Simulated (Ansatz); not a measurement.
Ionic part of the dielectric constant of NaI, mode by mode

Theory: DFT PBEsol, scalar-relativistic, plane waves, PAW in Ansatz 0.2.0. Settings: 420 eV plane-wave cutoff, Γ-centred 6×6×6 mesh, fixed occupations. No spin polarisation. Phonons by linear response, acoustic sum rule imposed.

It takes space group Fm-3m (No. 225, cubic). The conventional cell has a = 6.403 Å, b = 6.403 Å, c = 6.403 Å, α = 90.00°, β = 90.00°, γ = 90.00°. Na (site symmetry m-3m) has 6 I at 3.20 Å as nearest neighbours. I (site symmetry m-3m) is surrounded by 6 Na at 3.20 Å.

Spin–orbit coupling is left out, which matters for heavy elements.

The primitive cell has V = 65.64 Å³ and ε∞,yy = 3.477. Each polar mode adds Δε = (4.92064×10⁷/V)·S/ν² along y, with S its oscillator strength in e²/amu, ν in cm⁻¹ and V in Å³.

**Question.** From these modes, find each Δε and ε0,yy.
| ν (cm⁻¹) | S_yy (e²/amu) |
| --- | --- |
| 118.2 | 0.0721 |

**Answer.**
```csv
ν (cm⁻¹),Δε
118.2,3.87
```

The sum is 3.872, so ε0,yy = 7.35; the run's tensor has 7.35.

**Question.** Where do the longitudinal modes lie for a wave vector along y?

**Answer.** At 172 cm⁻¹. The Lyddane–Sachs–Teller product Π(ν_LO/ν_TO)² = 2.11 matches ε0/ε∞ = 2.11.

Cost: 1 run of about 0.63 core-minutes, on Arm Neoverse V1 (shared hosts).